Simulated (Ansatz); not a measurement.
An Ansatz input:

```yaml
crystal:
  lattice:
    - [2.7205463199, 0.0, 0.0]
    - [0.0, 2.7205463199, 0.0]
    - [0.0, 0.0, 2.7205463199]
  atoms:
    - { symbol: Nb, position: [0.0, 0.0, 0.0] }
hamiltonian:
  xc: pbe
  pseudopotentials:
    kind: paw
    azcp:
      Nb: "pseudopotentials/Nb.paw.azcp"
basis:
  ecutwfc: 420
  fft_grid_basis: typed
kpoints:
  mp_grid: { grid: [6, 6, 6], shift: [0, 0, 0] }
magnetization:
  spin_polarized: false
scf:
  occupations: { method: fermi_dirac, width: 0.1 }
output:
  write_density: true
  write_potential: true
  elf: true
  volumetric_format: npy
```

Terminal output

```
Engine: ansatz 0.2.0, aarch64-unknown-linux-gnu
Pseudopotentials: kind: paw
Pseudopotential: Nb, paw, valence charge 13, recommended cutoff 420 eV (normal) 
Functional definition: PBE
  parameter kappa = 0.804
  parameter beta = 0.06672455060314922
  exchange = pbe_x(kappa = kappa, mu = beta*pi^2/3)
  correlation = pbe_c(beta = beta)
Crystal: 1 atoms, lattice volume = 20.136 Å³
Basis set: ecut = 420 eV, 389 PW (Γ)
Bands: 11, of which v1, the nominal top of the filled ones, is band 7 counted from 1 (6 counted from 0)
Symmetry: 48 space group operations
Space group: Pm-3m (ITA 221), of the structure as read, at distance tolerance 2.7e-5 Å
k-points: 20 of 216
Non-local potential: Nb, projectors of the file, l = 0: 3, l = 1: 2, l = 2: 2, l = 3: 1
PAW form: soft (Blöchl's): semilocal exchange-correlation on the pseudo side does not see the compensation charge
PAW one-centre angular grid: Nb, 590 points (default); XC on 64 Gauss nodes
Initial density: superposition of atomic densities (neutral atoms: chi_scale 0, normalization atom), corrected by the library's trained network
Initial wavefunctions: pseudopotential atomic-orbital guess
Functional: x = pbe(κ = 0.804, μ = 0.2195149727645171), c = pbe(β = 0.06672455060314922)
SCF iter   1: F=—  HF=-4551.300195 eV  |F-HF|=—  |Δ(HF+E_count)|=         —  Δρ=1.15e-2  dr2=9.79e-3  ethr=1.77e-3  ⟨swp⟩=5.0  Hψ=1271  notcnv=0
SCF iter   2: F=—  HF=-4551.299561 eV  |F-HF|=—  |Δ(HF+E_count)|=   6.35e-4  Δρ=6.68e-3  dr2=3.69e-3  ethr=7.53e-5  ⟨swp⟩=1.0  Hψ=380  notcnv=0
SCF iter   3: F=—  HF=-4551.299134 eV  |F-HF|=—  |Δ(HF+E_count)|=   4.27e-4  Δρ=4.79e-4  dr2=2.76e-5  ethr=2.84e-5  ⟨swp⟩=1.7  Hψ=246  notcnv=0
SCF iter   4: F=—  HF=-4551.299136 eV  |F-HF|=—  |Δ(HF+E_count)|=   2.07e-6  Δρ=2.25e-4  dr2=1.12e-5  ethr=2.12e-7  ⟨swp⟩=2.0  Hψ=353  notcnv=0
SCF iter   5: F=—  HF=-4551.299132 eV  |F-HF|=—  |Δ(HF+E_count)|=   4.47e-6  Δρ=2.95e-5  dr2=1.18e-7  ethr=8.62e-8  ⟨swp⟩=3.0  Hψ=352  notcnv=0
SCF iter   6: F=-4551.299131 eV  HF=-4551.299131 eV  |F-HF|=2.78e-10  |Δ(HF+E_count)|=   3.31e-8  Δρ=3.59e-6  dr2=7.80e-10  ethr=7.69e-10  ⟨swp⟩=2.9  Hψ=744  notcnv=0
SCF 1 converged in 6 iterations: F = -4551.299131 eV  dr2 = 7.80e-10
SCF converged after 6 iterations
Free energy (F): -4551.299131 eV
Harris-Foulkes:  -4551.299131 eV  (|F-HF|=2.78e-10)
Internal energy: -4551.252917 eV  (E = F + TS)
E sigma→0 (E₀):  -4551.276024 eV
Entropy (-TS):   -0.046214 eV (-46.214 meV/atom)
Fermi energy:    15.665844 eV
--- Per-component energies (eV) ---
  E_band       = -96.288191
  E_kinetic    = 395.189911
  E_local      = -807.743983  (includes V_loc(G=0)·N_el)
  E_nonlocal   = 121.611885
  E_hartree    = 257.710992
  E_xc         = -175.100974
  E_vxc        = -212.368984  (∫ρ·V_xc dr)
  E_paw        = -3073.933513  (= ΣΔE_a)
  E_vpaw       = -108.398680  (= ΣTr[D̂ρ^β])
  E_aug_tail   = 0.000008  (compensation charges beyond the density's cutoff)
  E_ewald      = -1268.987244
  E_smearing   = -0.046214  (= −TS)
  E_closure    = 0.000000  (closes the sum)
  Σ components = -4551.299131   (vs F -4551.299131, Δ=0.00e0)
--- Band table (eV; the first three rows and the last of 20) ---
  k-point 0: bands = ["-38.9037", "-14.2105", "-14.2105", "-14.2105", "10.1271", "12.9561", "12.9561", "20.8110", "20.8110", "20.8110", "30.2475"]
  k-point 1: bands = ["-38.8578", "-14.5929", "-14.1775", "-14.1775", "10.8450", "13.1583", "13.8231", "19.7690", "19.7690", "20.8919", "27.5670"]
  k-point 2: bands = ["-38.7646", "-15.3093", "-14.1107", "-14.1107", "12.2878", "13.6017", "15.6874", "18.2151", "18.2151", "21.0587", "25.1264"]
  k-point 19: bands = ["-38.3635", "-15.2442", "-15.2442", "-15.2442", "13.2537", "13.2537", "13.2537", "23.0305", "23.2042", "23.2042", "27.9356"]
```

Launched by

```sh
ansatz run input.yaml --threads 4 --pin off --max-ram 8192MiB --backend cpu --events-out ev --progress --plain --runs-dir out
```

On 4 threads of Arm Neoverse V1 (shared host) this took about 0.29 s of wall time and 0.64 s of CPU time, with 0.25 GiB at the peak.
